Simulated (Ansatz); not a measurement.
Crystal: BaTiO3.

```
Ba Ti O
1.0
     4.00730    0.00000    0.00000
     0.00000    4.00730    0.00000
     0.00000    0.00000    8.01460
Ba Ti O
2 2 6
Direct
  0.57741 0.59500 0.23992
  0.51332 0.45608 0.76365
  0.03541 0.99821 0.01324
  0.94999 0.97117 0.51853
  0.56907 0.92563 0.97977
  0.42933 0.96655 0.50053
  0.96890 0.59557 0.98415
  0.95413 0.46286 0.52367
  0.96185 0.01025 0.22399
  0.04058 0.01868 0.75255
```

The cell isn't the ideal one: all atoms moved at random, sigma 0.15 Å a component.

Base run:

```yaml
Program: Ansatz 0.2.0
Functional: r2SCAN
Potentials_or_basis: Ansatz PAW
Cutoff: 500 eV
Density_cutoff: 2000 eV
k_mesh: 7 × 7 × 4
Occupations: fermi-dirac, width 0.05 eV
Spin: no spin polarisation
```

Its results: band gap on the k mesh 1.77 eV, direct; pressure 15.6 GPa; largest force 7.979 eV/Å.

The run is repeated on the same cell with these changes: hubbard terms from none to Ti d U = 5 eV; hubbard projectors from none to ortho-atomic (the default). What comes out?

Band gap on the k mesh 2.37 eV, direct; pressure 17.7 GPa; largest force 8.582 eV/Å.

The U term pushes filled and empty states of the shell apart.

Caveats: spin-orbit coupling is left out, which moves the levels of the heavy elements; the PAW data sets come from PBE, with cores solved anew for the run's functional, which leaves a small shift of forces and pressure; forces of over 1 eV/Å show positions far from the minimum, so gaps and moduli don't describe the material at rest; odd divisions of the mesh miss points on the zone boundary, where band edges often lie, so the gap on the mesh can be too wide (some runs); the density of states is complete only up to the lowest level of the last band computed (some runs).

Not every run made on this cell is shown here.
